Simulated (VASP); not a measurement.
**A point defect in a supercell of LaAl2Ag3**

Aim: the formation energy and local structure of a point defect in LaAl2Ag3. The start is a cell from a database of measured crystal structures.

Program: VASP 6.6.1. Level of theory: PBEsol; plane waves and PAW (La, Ag, Al), in the first sound run; inputs show where later runs differ. Results are calculated unless marked as measured.

Report form: the programs' logs are mostly left out.

## Step 1: The host crystal

The structure is hexagonal, space group P6/mmm (No. 191). Conventional cell: a = 5.565 Å, b = 5.565 Å, c = 4.521 Å, α = 90.00°, β = 90.00°, γ = 120.00°. Nearest to La lie 6 Al at 3.21 Å and 12 Ag at 3.58 Å. Nearest to Ag lie 4 Al at 2.77 Å and 4 Ag at 2.78 Å and 4 La at 3.58 Å. Nearest to Al lie 6 Ag at 2.77 Å and 3 La at 3.21 Å and 3 Al at 3.21 Å. Farther neighbours are not listed.

As a file:

```cif
data_structure
_symmetry_space_group_name_H-M 'P 1'
_symmetry_Int_Tables_number 1
_cell_length_a 5.5650
_cell_length_b 5.5650
_cell_length_c 4.5210
_cell_angle_alpha 90.000
_cell_angle_beta 90.000
_cell_angle_gamma 120.000
_cell_volume 121.25
loop_
_atom_site_label
_atom_site_type_symbol
_atom_site_fract_x
_atom_site_fract_y
_atom_site_fract_z
_atom_site_occupancy
La1 La 0.00000 0.00000 0.00000 1
Ag2 Ag 0.00000 0.50000 0.50000 1
Ag3 Ag 0.50000 0.50000 0.50000 1
Ag4 Ag 0.50000 0.00000 0.50000 1
Al5 Al 0.66667 0.33333 0.00000 1
Al6 Al 0.33333 0.66667 0.00000 1
```

## Step 2: The host at zero pressure

Cell and atoms are relaxed first, so that later runs start from this functional's own cell.

Input file INCAR:

```
SYSTEM = LaAl2Ag3
PREC = Accurate
ENCUT = 400
EDIFF = 1E-06
NELM = 120
ISMEAR = 0
SIGMA = 0.05
LREAL = .FALSE.
ALGO = Normal
GGA = PS
NBANDS = 31
LORBIT = 11
LWAVE = .FALSE.
LCHARG = .FALSE.
KPAR = 4
IBRION = 2
NSW = 40
ISIF = 3
EDIFFG = -0.02
POTIM = 0.4
```

Input file POSCAR:

```
LaAl2Ag3
1.0
    5.5650000000      0.0000000000      0.0000000000
   -2.7825000000      4.8194313721      0.0000000000
    0.0000000000      0.0000000000      4.5210000000
La Ag Al
1 3 2
Direct
    0.0000000000      0.0000000000      0.0000000000
    0.0000000000      0.5000000000      0.5000000000
    0.5000000000      0.5000000000      0.5000000000
    0.5000000000      0.0000000000      0.5000000000
    0.6666666667      0.3333333333      0.0000000000
    0.3333333333      0.6666666667      0.0000000000
```

Input file KPOINTS:

```
Automatic mesh
0
Gamma
4 4 4
0 0 0
```

PAW data sets: La, Ag and Al (PBE family, release 64).

On the command line:

```bash
$ mpirun -np 4 vasp_std
```

It took 91 s on 4 MPI ranks of Intel Xeon Platinum 8488C (Sapphire Rapids), shared host; peak memory 0.88 GiB; 6 min of CPU time.

The k-mesh is coarse for a metal. The PAW data sets were made with PBE, which is usual practice but a small mismatch for other functionals. The run keeps the 24 symmetry operations of its start, so it cannot find a distortion of lower symmetry.

Relaxation path:

```tsv
step	energy less that of the first step (eV)	largest force (eV/Å)	pressure (GPa)	volume (Å³)
1	0.0000	0.0000	-2.65	121.25
2	-0.1252	0.0000	0.47	116.58
3	-0.1362	0.0000	2.02	114.80
4	-0.1770	0.0000	0.63	116.36
5	-0.1825	0.0000	0.10	117.18
6	-0.1825	0.0000	0.12	117.14
7	-0.1825	0.0000	0.15	117.09
8	-0.1825	0.0000	-0.07	117.31
```

```tsv
conventional cell, symmetrised	before	after	change
a (Å)	5.565	5.664	+1.8 %
b (Å)	5.565	5.664	+1.8 %
c (Å)	4.521	4.222	-6.6 %
volume (Å³/atom)	20.21	19.55	-3.2 %
```

Final coordinates:

```xyz
6
Lattice="5.6643 0.0000 0.0000 -2.8322 4.9054 0.0000 0.0000 0.0000 4.2221" Properties=species:S:1:pos:R:3 pbc="T T T"
La    0.0000    0.0000    0.0000
Ag   -1.4161    2.4527    2.1110
Ag    1.4161    2.4527    2.1110
Ag    2.8322    0.0000    2.1110
Al    2.8322    1.6351    0.0000
Al    0.0000    3.2703    0.0000
```

Numbers from this step:

```yaml
electronic_cycles: 73
electrons: 50
free_energy_toten: -25.24 eV
energy_at_zero_smearing: -25.24 eV
fermi_energy: 8.493 eV
labelled_metallic_from_the_levels_on_this_mesh: yes
```

The run ended after 8 ionic steps, 0.183 eV below its first step, once forces and stress met EDIFFG = -0.02.

An edge changed by 7 % against the database cell. In a metal the coarse mesh may share the blame.

## Step 3: The perfect supercell

System of this step: LaAl2Ag3. The structure is hexagonal, space group P6/mmm (No. 191). Conventional cell: a = 5.664 Å, b = 5.664 Å, c = 4.222 Å, α = 90.00°, β = 90.00°, γ = 120.00°. La has 6 Al at 3.27 Å and 12 Ag at 3.53 Å nearest. Nearest to Ag lie 4 Al at 2.67 Å and 4 Ag at 2.83 Å and 4 La at 3.53 Å. Ag has 4 Al at 2.67 Å and 4 Ag at 2.83 Å and 4 La at 3.53 Å nearest. Nearest to Al lie 6 Ag at 2.67 Å and 3 Al at 3.27 Å and 3 La at 3.27 Å. Farther neighbours are not listed.

The same cell, mesh and cutoff without the defect give the energy to subtract and, in a gapped host, the band edges to count from, so that most errors cancel.

Input file INCAR:

```
SYSTEM = LaAl2Ag3
PREC = Normal
ENCUT = 400
EDIFF = 1E-05
NELM = 120
ISMEAR = 1
SIGMA = 0.2
LREAL = Auto
ALGO = Fast
GGA = PS
NBANDS = 124
LORBIT = 11
LWAVE = .FALSE.
LCHARG = .FALSE.
KPAR = 4
```

Input file POSCAR:

```
LaAl2Ag3
1.0
   -8.4964639809      4.9054357665      4.2220769323
    8.4964639809     -4.9054357665      4.2220769323
    2.8321546603      4.9054357665     -4.2220769323
La Ag Al
4 12 8
Direct
    0.0000000000      0.0000000000      0.0000000000
    0.5000000000      0.5000000000      0.0000000000
    0.5000000000      0.0000000000      0.5000000000
    0.0000000000      0.5000000000      0.5000000000
    0.5000000000      0.2500000000      0.2500000000
    0.0000000000      0.7500000000      0.2500000000
    0.0000000000      0.2500000000      0.7500000000
    0.5000000000      0.7500000000      0.7500000000
    0.5000000000      0.5000000000      0.5000000000
    0.0000000000      0.0000000000      0.5000000000
    0.0000000000      0.5000000000      0.0000000000
    0.5000000000      0.0000000000      0.0000000000
    0.2500000000      0.5000000000      0.2500000000
    0.7500000000      0.0000000000      0.2500000000
    0.7500000000      0.5000000000      0.7500000000
    0.2500000000      0.0000000000      0.7500000000
    0.1666666666      0.3333333333      0.5000000000
    0.6666666666      0.8333333333      0.5000000000
    0.6666666666      0.3333333333      0.0000000000
    0.1666666666      0.8333333333      0.0000000000
    0.3333333333      0.1666666666      0.5000000000
    0.8333333334      0.6666666666      0.5000000000
    0.8333333334      0.1666666666      0.0000000000
    0.3333333333      0.6666666666      0.0000000000
```

KPOINTS is that of step 2.

On the command line:

```bash
$ mpirun -np 4 vasp_std
```

It took 20 min on 4 MPI ranks; peak memory 2.6 GiB; 79 min of CPU time.

This step gave:

| Quantity | Value |
| --- | --- |
| electronic cycles | 38 |
| electrons | 200 |
| free energy (TOTEN) | -100.9836 eV |
| energy at zero smearing | -100.9828 eV |
| Fermi energy | 8.559 eV |

The host is treated as a metal, as its relaxation found a gap under 0.3 eV or none, and only the neutral defect is run.

## Step 4: Reference C

This step: PBEsol; plane waves and PAW (C) (VASP 6.6.1).

System of this step: C. It takes space group Fd-3m (No. 227, cubic). The conventional cell has a = 3.570 Å, b = 3.570 Å, c = 3.570 Å, α = 90.00°, β = 90.00°, γ = 90.00°. C has 4 C at 1.55 Å nearest.

The reference for C is its crystal, relaxed at the cutoff of the large cell.

Input file INCAR:

```
SYSTEM = C
PREC = Normal
ENCUT = 400
EDIFF = 1E-05
NELM = 120
ISMEAR = 0
SIGMA = 0.1
LREAL = Auto
ALGO = Fast
GGA = PS
NBANDS = 10
LORBIT = 11
LWAVE = .FALSE.
LCHARG = .FALSE.
KPAR = 4
IBRION = 2
NSW = 25
ISIF = 3
EDIFFG = -0.02
POTIM = 0.4
```

Input file POSCAR:

```
C
1.0
    0.0000000000      1.7850000000      1.7850000000
    1.7850000000      0.0000000000      1.7850000000
    1.7850000000      1.7850000000      0.0000000000
C
2
Direct
    0.0000000000      0.0000000000      0.0000000000
    0.2500000000      0.2500000000      0.2500000000
```

Input file KPOINTS:

```
Automatic mesh
0
Gamma
13 13 13
0 0 0
```

Potentials, in the order of the species: C (PBE family, release 64).

On the command line:

```bash
$ mpirun -np 4 vasp_std
```

It took 3 s on 4 MPI ranks; peak memory 0.4 GiB; 9.5 s of CPU time.

The gap is read on the k-mesh alone, so it is an upper bound where the band edges lie off the mesh. The run keeps the 48 symmetry operations of its start, so it cannot find a distortion of lower symmetry.

Step by step:

```tsv
step	energy less that of the first step (eV)	largest force (eV/Å)	pressure (GPa)	volume (Å³)
1	0.0000	0.0000	-9.41	11.37
2	-0.0007	0.0000	9.66	10.94
3	-0.0068	0.0000	-0.03	11.15
```

```tsv
conventional cell, symmetrised	before	after	change
a (Å)	3.570	3.546	-0.7 %
b (Å)	3.570	3.546	-0.7 %
c (Å)	3.570	3.546	-0.7 %
volume (Å³/atom)	5.69	5.57	-2.0 %
```

Final coordinates:

```xyz
2
Lattice="0.0000 1.7730 1.7730 1.7730 0.0000 1.7730 1.7730 1.7730 0.0000" Properties=species:S:1:pos:R:3 pbc="T T T"
C     0.0000    0.0000    0.0000
C     0.8865    0.8865    0.8865
```

This step gave:

```
electronic cycles                               : 18
electrons                                       : 8
free energy (TOTEN)                             : -19.26 eV
Fermi energy                                    : 10.47 eV
labelled metallic, from the levels on this mesh : no
gap on the k-mesh                               : 4.030 eV
least direct gap on the k-mesh                  : 5.583 eV
```

The run ended after 3 ionic steps, 0.007 eV below its first step, once forces and stress met EDIFFG = -0.02.

Energy at zero smearing: -19.26447 eV.

## Step 5: Reference Al

This step: PBEsol; plane waves and PAW (Al) (VASP 6.6.1).

System of this step: Al. It takes space group Fm-3m (No. 225, cubic). The conventional cell has a = 4.050 Å, b = 4.050 Å, c = 4.050 Å, α = 90.00°, β = 90.00°, γ = 90.00°. Al has 12 Al at 2.86 Å nearest.

The reference for Al is its crystal, relaxed at the cutoff of the large cell.

Edit INCAR of step 4 so:

```diff
@@ -1,2 +1,2 @@
-SYSTEM = C
+SYSTEM = Al
 PREC = Normal
@@ -5,3 +5,3 @@
 NELM = 120
-ISMEAR = 0
+ISMEAR = 1
 SIGMA = 0.1
@@ -10,3 +10,3 @@
 GGA = PS
-NBANDS = 10
+NBANDS = 7
 LORBIT = 11
```

Input file POSCAR:

```
Al
1.0
    0.0000000000      2.0250000000      2.0250000000
    2.0250000000      0.0000000000      2.0250000000
    2.0250000000      2.0250000000      0.0000000000
Al
1
Direct
    0.0000000000      0.0000000000      0.0000000000
```

Input file KPOINTS:

```
Automatic mesh
0
Gamma
11 11 11
0 0 0
```

The projector-augmented-wave data sets are Al (PBE family, release 64).

On the command line:

```bash
$ mpirun -np 4 vasp_std
```

It took 2 s on 4 MPI ranks; peak memory 0.4 GiB; 5.1 s of CPU time.

This run has no spin polarisation. Its electron count is odd, so without a moment it is a metal by construction.

Step by step:

```tsv
step	energy less that of the first step (eV)	largest force (eV/Å)	pressure (GPa)	volume (Å³)
1	0.0000	0.0000	-1.96	16.61
2	-0.0024	0.0000	0.01	16.22
```

```tsv
conventional cell, symmetrised	before	after	change
a (Å)	4.050	4.018	-0.8 %
b (Å)	4.050	4.018	-0.8 %
c (Å)	4.050	4.018	-0.8 %
volume (Å³/atom)	16.61	16.22	-2.3 %
```

Final coordinates:

```xyz
1
Lattice="0.0000 2.0091 2.0091 2.0091 0.0000 2.0091 2.0091 2.0091 0.0000" Properties=species:S:1:pos:R:3 pbc="T T T"
Al    0.0000    0.0000    0.0000
```

Numbers from this step:

```yaml
electronic_cycles: 13
electrons: 3
free_energy_toten: -4.100 eV
energy_at_zero_smearing: -4.099 eV
fermi_energy: 8.137 eV
labelled_metallic_from_the_levels_on_this_mesh: yes
```

The run ended after 2 ionic steps, 0.002 eV below its first step, once forces and stress met EDIFFG = -0.02.

Energy at zero smearing: -4.09911 eV.

## Step 6: The defect cell

This step: PBEsol; plane waves and PAW (La, Ag, C, Al) (VASP 6.6.1).

System of this step: La4Al7Ag12C. The cell holds 24 atoms: 4 La, 12 Ag, 1 C and 7 Al. Its edges and angles: a = 10.681 Å, b = 10.681 Å, c = 7.065 Å, α = 103.7°, β = 103.7°, γ = 133.4°. It derives from LaAl2Ag3. Nearest the centre at fractional (0.167, 0.333, 0.500): C17 at 0.00 Å, Ag14 at 2.67 Å, Ag7 at 2.67 Å, Ag10 at 2.67 Å, Ag13 at 2.67 Å, Ag8 at 2.67 Å, Ag9 at 2.67 Å, Al21 at 3.27 Å.

The host is treated as a metal, since its gap is under 0.3 eV or closed. The run keeps 4 symmetry operations, which cuts the number of k-points but bars distortions that break them. The atoms relax at the host's fixed cell.

Input file INCAR:

```
SYSTEM = La4Al7Ag12C
PREC = Normal
ENCUT = 400
EDIFF = 1E-05
NELM = 120
ISMEAR = 1
SIGMA = 0.2
LREAL = Auto
ALGO = Fast
GGA = PS
NBANDS = 124
LORBIT = 11
LWAVE = .FALSE.
LCHARG = .TRUE.
KPAR = 4
IBRION = 2
NSW = 50
ISIF = 2
EDIFFG = -0.03
POTIM = 0.4
MAXMIX = 40
ISYM = 2
```

Input file POSCAR:

```
La4Al7Ag12C
1.0
   -8.4964639809      4.9054357665      4.2220769323
    8.4964639809     -4.9054357665      4.2220769323
    2.8321546603      4.9054357665     -4.2220769323
La Ag C Al
4 12 1 7
Direct
    0.0000000000      0.0000000000      0.0000000000
    0.5000000000      0.5000000000      0.0000000000
    0.5000000000      0.0000000000      0.5000000000
    0.0000000000      0.5000000000      0.5000000000
    0.5000000000      0.2500000000      0.2500000000
    0.0000000000      0.7500000000      0.2500000000
    0.0000000000      0.2500000000      0.7500000000
    0.5000000000      0.7500000000      0.7500000000
    0.5000000000      0.5000000000      0.5000000000
    0.0000000000      0.0000000000      0.5000000000
    0.0000000000      0.5000000000      0.0000000000
    0.5000000000      0.0000000000      0.0000000000
    0.2500000000      0.5000000000      0.2500000000
    0.7500000000      0.0000000000      0.2500000000
    0.7500000000      0.5000000000      0.7500000000
    0.2500000000      0.0000000000      0.7500000000
    0.1666666700      0.3333333300      0.5000000000
    0.6666666700      0.8333333300      0.5000000000
    0.6666666700      0.3333333300      0.0000000000
    0.1666666700      0.8333333300      0.0000000000
    0.3333333300      0.1666666700      0.5000000000
    0.8333333300      0.6666666700      0.5000000000
    0.8333333300      0.1666666700      0.0000000000
    0.3333333300      0.6666666700      0.0000000000
```

Input file KPOINTS:

```
Automatic mesh
0
Gamma
4 4 4
0 0 0
```

The projector-augmented-wave data sets are La, Ag, C and Al (PBE family, release 64).

On the command line:

```bash
$ mpirun -np 4 vasp_std
```

Run time: 51 min. Hardware: 4 MPI ranks; peak memory 2.7 GiB.

The run was stopped at its time limit, so it gives no result of its own.

## Step 7: Summary of results

```json
{
 "result": "none"
}
```

**Reading.** The session ends without its result: «relax the defect» met its time limit.

[Lines on the potential files, build, host, timing and source positions are cut from VASP's logs without a mark.]

[Logs are printed without paths, hosts, clocks, repeated set-up lines and the standing remarks that a program may print on its own settings, such as how far it seeks lower states.]

[Hosts, paths, dates, database ids (printed as entryN), source tags and the programs' standing remarks are cut or masked in the printed files.]

[In band tables of VASP the shares of atoms and orbitals are scaled to a sum of 1 inside the atoms' spheres.]

[Runs that stopped without an error message from VASP are left out.]
